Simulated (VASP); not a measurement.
**AlN: relaxation of cell and atoms with PBE**

The system is AlN.

```
Al N
1.0
     3.11300    0.00000    0.00000
    -1.55650    2.69594    0.00000
     0.00000    0.00000    4.98100
Al N
2 2
Cartesian
  0.0000 1.7973 0.0000
  1.5565 0.8986 2.4905
  0.0000 1.7973 1.8928
  1.5565 0.8986 4.3833
```

```yaml
Program: VASP 6.6.1
Task: relaxation of cell and atoms
Functional: PBE
Potentials_or_basis: VASP PAW PBE potentials, release 64 (Al, N)
Cutoff: 520 eV
k_mesh: 6 × 6 × 2
Occupations: gaussian, width 0.02 eV
Spin: no spin polarisation
Further_INCAR_settings: ALGO = Normal; EDIFF = 1e-07; IBRION = 2; EDIFFG = -0.002; NSW = 80; ISIF = 3
```

```json
{
 "Relaxed volume": "10.63 Å³/atom",
 "Relaxed cell": "a = 3.128 Å, b = 3.128 Å, c = 5.016 Å, α = 90.00°, β = 90.00°, γ = 120.00°",
 "Space group after relaxing (to 0.05 Å)": "P6_3mc (No. 186)",
 "Energy gained by relaxing": "2.2 meV/atom",
 "Ionic steps": "8",
 "Pressure after relaxing": "0.0 GPa",
 "Band gap on the k mesh": "4.06 eV, direct"
}
```

Step by step:
```tsv
step	energy change (eV)	largest force (eV/Å)	pressure (GPa)	volume (Å³)
1	0.0000	0.1307	3.43	41.80
2	-0.0018	0.0935	-2.88	43.17
3	-0.0087	0.0034	0.00	42.52
4	-0.0087	0.0057	0.07	42.50
5	-0.0087	0.0069	0.05	42.50
6	-0.0087	0.0074	0.04	42.51
7	-0.0087	0.0022	-0.03	42.52
8	-0.0087	0.0006	-0.01	42.52
```

Final structure:
```
Al N
1.0
     3.12838    0.00000    0.00000
    -1.56419    2.70926    0.00000
     0.00000    0.00000    5.01634
Al N
2 2
Direct
  0.33333 0.66667 0.99925
  0.66667 0.33333 0.49925
  0.33333 0.66667 0.38075
  0.66667 0.33333 0.88075
```

Levels at points of the mesh, in eV from the valence-band top:
| k point | band 6 | band 7 | band 8 | band 9 | band 10 | band 11 |
| --- | --- | --- | --- | --- | --- | --- |
| (0.00, 0.00, 0.00) | -0.20 | -0.20 | 0.00 | 4.06 | 6.52 | 10.47 |
| (0.50, 0.00, 0.00) | -2.05 | -1.74 | -0.68 | 5.76 | 5.77 | 8.04 |
| (0.00, 0.00, 0.50) | -0.53 | -0.53 | -0.53 | 6.32 | 6.32 | 10.18 |
| (0.50, 0.00, 0.50) | -1.44 | -1.35 | -1.35 | 5.25 | 5.25 | 9.15 |

Wall time 25 s on 1 thread of Intel(R) Xeon(R) Platinum 8488C (Sapphire Rapids), on a shared host, peak memory 0.15 GiB.

Caveat: the k mesh is coarse (spacing up to 0.63 Å⁻¹), so the values aren't converged. Zero-point motion and thermal expansion aren't in these numbers.
